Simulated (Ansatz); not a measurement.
**Hf under changes of volume**

One of the cells (23.523 Å³/atom); the others are scaled copies at fixed shape and fractional positions:

```
Hf
1.0
    -1.80500    1.80500    1.80500
     1.80500   -1.80500    1.80500
     1.80500    1.80500   -1.80500
Hf
1
Direct
  0.00000 0.00000 0.00000
```

This isn't the form of Hf at room conditions, which is hcp.

- Program: Ansatz 0.2.0
- Functional: HSE06
- Potentials or basis: Ansatz PAW
- Cutoff: 420 eV (not typed: the program's choice for these potentials)
- k mesh: 6 × 6 × 6
- Occupations: fermi-dirac, width 0.05 eV
- Spin: no spin polarisation

```csv
volume (Å³/atom),energy over the lowest point (meV/atom),pressure (GPa)
22.112,13.89,4.7
22.582,3.21,2.2
23.052,0.00,-0.1
23.523,3.52,-2.3
23.993,13.16,-4.2
24.464,28.45,-6.0
24.934,?,?
```

What does the run at 24.934 Å³/atom give?

Energy over the lowest point 48.84 meV/atom; pressure -7.7 GPa.

Worked out: A Birch-Murnaghan fit of order 3 (a polynomial in V^(-2/3)) to the other rows has its minimum at 23.03 Å³/atom with B0 = V·E''(V) = 113 GPa and B' = 3.7. It gives 48.76 meV/atom at 24.934 Å³/atom, against the run's 48.84, and -dE/dV = -7.7 GPa, against -7.7.

Energies are extrapolated to zero smearing.

Caveats: all runs use coarse meshes; the PAW data sets come from PBE, with cores solved anew for the run's functional, which leaves a small shift of forces and pressure; the thresholds are loose for stress.
